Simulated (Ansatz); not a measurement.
**SnSe, before and after**

A trial structure of SnSe was built thus: random cell by space group and Wyckoff sites (P6/mmm, No. 191). Lengths were set from tabulated atomic sizes, so they are only a guess.

start:

Space group P6/mmm (No. 191). a = 3.447 Å, b = 3.447 Å, c = 6.501 Å, α = 90.00°, β = 90.00°, γ = 120.00°
```
atom  site  symmetry       x       y       z
  Sn    1a     6/mmm  0.0000  0.0000  0.0000
  Se    1b     6/mmm  0.0000  0.0000  0.5000
```

The calculation used DFT PBE, scalar-relativistic, plane waves, PAW (Ansatz). Cutoff 420 eV, Gaussian smearing, Γ-centred meshes. Cell and atoms relax first on a coarse mesh and then on a finer one. In between, the cell is made exact in the group found at 0.06 Å. In metals the finer mesh still leaves noise of several meV/atom or more. The steps can't lower the symmetry of their start. No spin polarisation.

end:

Space group P6/mmm (No. 191). a = 3.223 Å, b = 3.223 Å, c = 5.747 Å, α = 90.00°, β = 90.00°, γ = 120.00°
```
atom  site  symmetry       x       y       z
  Sn    1a     6/mmm  0.0000  0.0000  0.0000
  Se    1b     6/mmm  0.0000  0.0000  0.5000
```

The symmetry stays P6/mmm (No. 191). The volume per atom shrinks by 22.7 %, from 33.4 to 25.9 Å³. The shortest distance goes from 3.25 Å (Sn–Se) to 2.87 Å (Sn–Se). The energy falls by about 0.21 eV/atom (the start's value is from the coarse mesh).

For SnSe, the volume per atom is 25.85 Å³, the density is 6.35 g/cm³ and the energy over the elements is +0.14 eV/atom. The gap on the 18×18×10 mesh of the 2-atom cell is 0 eV (a metal).

Formation energies are uncorrected and refer to the elements' standard structures at the same level. The references include grey tin. It can't be a ground state, since the elements alone are lower.

The last run used Gaussian smearing of 0.10 eV. The reference form of Se is held partly by dispersion forces, which this level lacks. A structure relaxed within its symmetry needn't be a true minimum. In all, the 3 runs took 39 s on 1 thread of Intel(R) Xeon(R) 6975P-C (Granite Rapids), on a shared host. Another cell of SnSe relaxed alike, in Pnma (a cell as deposited in COD), lies 0.58 eV/atom lower, so this cell isn't the stable form at this level.
